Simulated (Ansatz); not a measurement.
## Guessed and relaxed cells of P

Recipe of this trial structure of P: random cell by space group and Wyckoff sites (Im-3m, No. 229). The dimensions are guesses.

start.cif

```cif
data_structure
_symmetry_space_group_name_H-M 'Im-3m'
_symmetry_Int_Tables_number 229
_cell_length_a 5.1303
_cell_length_b 5.1303
_cell_length_c 5.1303
_cell_angle_alpha 90.000
_cell_angle_beta 90.000
_cell_angle_gamma 90.000
_cell_volume 135.03
loop_
_atom_site_label
_atom_site_type_symbol
_atom_site_symmetry_multiplicity
_atom_site_Wyckoff_symbol
_atom_site_fract_x
_atom_site_fract_y
_atom_site_fract_z
_atom_site_occupancy
P1 P 6 b 0.50000 0.00000 0.00000 1
```

Computed with Ansatz, DFT PBE, scalar-relativistic, plane waves, PAW. Cutoff 420 eV, Gaussian smearing, Γ-centred meshes. Cell and atoms relax first on a coarse mesh and then on a finer one. In between, the cell is made exact in the group found at 0.06 Å. In metals the finer mesh still leaves noise of several meV/atom or more. The steps can't lower the symmetry of their start. No spin polarisation.

end.cif

```cif
data_structure
_symmetry_space_group_name_H-M 'Im-3m'
_symmetry_Int_Tables_number 229
_cell_length_a 4.6728
_cell_length_b 4.6728
_cell_length_c 4.6728
_cell_angle_alpha 90.000
_cell_angle_beta 90.000
_cell_angle_gamma 90.000
_cell_volume 102.03
loop_
_atom_site_label
_atom_site_type_symbol
_atom_site_symmetry_multiplicity
_atom_site_Wyckoff_symbol
_atom_site_fract_x
_atom_site_fract_y
_atom_site_fract_z
_atom_site_occupancy
P1 P 6 b 0.50000 0.00000 0.00000 1
```

The symmetry stays Im-3m (No. 229). The volume per atom shrinks by 24.4 %, from 22.5 to 17.0 Å³. The shortest distance goes from 2.57 Å (P–P) to 2.34 Å (P–P). The energy falls by about 0.28 eV/atom (the start's value is from the coarse mesh).

```yaml
Volume_per_atom: 17.00 Å³
Density: 3.02 g/cm³
Energy_over_the_standard_state: +0.67 eV/atom
Gap_on_the_14×14×14_mesh_of_the_3-atom_cell: 0 eV (a metal)
```

Energies count from the standard state of P at the same level. The references include black phosphorus. It lies above the standard state, so it could only be metastable.

The last run used Gaussian smearing of 0.10 eV. The reference form of P is held partly by dispersion forces, which this level lacks. A structure relaxed within its symmetry needn't be a true minimum. In all, the 3 runs took 49 s on 1 thread of Intel(R) Xeon(R) Processor @ 2.50GHz (Skylake/Cascade Lake) (shared host). Another cell of P relaxed alike, in Pm-3m, lies 0.58 eV/atom lower, so this cell isn't the stable form at this level.
